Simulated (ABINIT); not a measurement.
Here is an ABINIT 10.8.3 (patched build) calculation.

The input run.abi:

```
# Pseudopotentials
pp_dirpath "./"
pseudos "Hf.upf"

# Structure
acell 3*1.0 Angstrom
rprim
    -1.8050000000     1.8050000000     1.8050000000
     1.8050000000    -1.8050000000     1.8050000000
     1.8050000000     1.8050000000    -1.8050000000
ntypat 1
znucl 72
natom 1
typat 1
xred
     0.0000000000     0.0000000000     0.0000000000

# Plane-wave basis
ecut 29.0

# k points
kptopt 1
ngkpt 10 10 10
nshiftk 1
shiftk 0.0 0.0 0.0

# Exchange and correlation
ixc -116133

# Bands and occupations
nband 10
occopt 3
tsmear 0.05 eV

# SCF cycle
nstep 100
tolvrs 1.0e-10

# Output
iomode 3
prtwf 0
prteig 0
prtebands 0
prtden 1
prtvha 1
prtvclmb 1
prtpot 1
prtelf 1
```

Potentials or basis: PseudoDojo NC SR PBEsol v0.4.1 standard.

Launch:

```console
$ abinit run.abi > log 2>&1
```

What does it give for the pressure?

-8.7 GPa.

What does it give for the band gap on the k mesh?

None (metal or under the smearing width).

The run has no spin-orbit coupling, so splittings on Hf are missing.
